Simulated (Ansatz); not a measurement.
Reactions of `CCCCOC`.

Calculated with Ansatz (gas phase, PBE0-D4/def2-TZVP geometries, no zero-point term in ΔE). CCSD(T)/CBS adds triple-zeta CCSD(T) − MP2 to the extrapolated MP2 energy (def2 sets, frozen cores). This one scheme is used for every species. DFT in def2-TZVPP. Triplets are unrestricted, without spin–orbit coupling. Elements past krypton have def2 core potentials. For I outer-core shells are correlated without core-valence functions, which leaves a few kJ/mol of doubt a bond. One conformer a species, not always the lowest.

```tsv
reaction	CCSD(T)/CBS(def2) (kJ/mol)
`CCCCOC` + HI → `CCCI` + dimethyl ether	6
`CCCCOC` + `[SiH3]Cl` → `CCC[SiH2]Cl` + dimethyl ether	-30
`CCCCOC` → `CC(C)CCO`	?
`CCCCOC` → `CCC(C)CO`	-45
`CCCCOC` → `CCCCCO`	-38
`CCCCOC` + CH₃OH → `COCCOC` + ethane	?
`CCCCOC` + H₂ → `CCCC` + CH₃OH	-87
`CCCCOC` → `CCCOC` + `[CH2]` (triplet)	436
`CCCCOC` + CH₃NH₂ → `CNCOC` + propane	3
`CCCCOC` + `O[Si]F` → `CO[Si]F` + `CCCCO`	?
```

(1) Fill in the missing values. (Estimate.)

Largest T1 diagnostic: 0.015, for `O[Si]F`.

Answers

(1) The calculation gave: `CCCCOC` → `CC(C)CCO`: -44.7 kJ/mol; `CCCCOC` + CH₃OH → `COCCOC` + ethane: +35.8 kJ/mol; `CCCCOC` + `O[Si]F` → `CO[Si]F` + `CCCCO`: +14.6 kJ/mol.
